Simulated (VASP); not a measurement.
Crystal: Al.

```
Al
1.0
     0.00000    2.02481    2.02481
     2.02481    0.00000    2.02481
     2.02481    2.02481    0.00000
Al
1
Direct
  0.00000 0.00000 0.00000
```

```yaml
Program: VASP 6.6.1
Task: relaxation of cell and atoms
Functional: MS2
Potentials_or_basis: VASP PAW PBE potentials, release 64 (Al)
Cutoff: 600 eV
k_mesh: 11 × 11 × 11
Occupations: methfessel-paxton, width 0.1 eV
Spin: no spin polarisation
```

At the start: pressure -2.0 GPa; volume 16.60 Å³/atom.

Task: How do energy, volume and symmetry change on relaxing?

Result: Over 3 steps the energy falls by 2.6 meV/atom and the volume is 16.19 Å³/atom (-2.5 %); space group Fm-3m (No. 225, to 0.05 Å).

Step by step:
| step | energy change (eV) | largest force (eV/Å) | pressure (GPa) | volume (Å³) |
| --- | --- | --- | --- | --- |
| 1 | 0.0000 | 0.0000 | -1.97 | 16.60 |
| 2 | -0.0025 | 0.0000 | 0.40 | 16.12 |
| 3 | -0.0026 | 0.0000 | 0.02 | 16.19 |

Final structure:
```xyz
1
Lattice="0.0000 2.0080 2.0080 2.0080 0.0000 2.0080 2.0080 2.0080 0.0000" Properties=species:S:1:pos:R:3 pbc="T T T"
Al    0.0000    0.0000    0.0000
```

The cell as given is a measured one (16.60 Å³/atom); MS2 puts the equilibrium volume -2.5 % from it, thermal expansion not counted.

Caveat: the PAW data sets were made with another functional, which shifts forces and pressure a little.
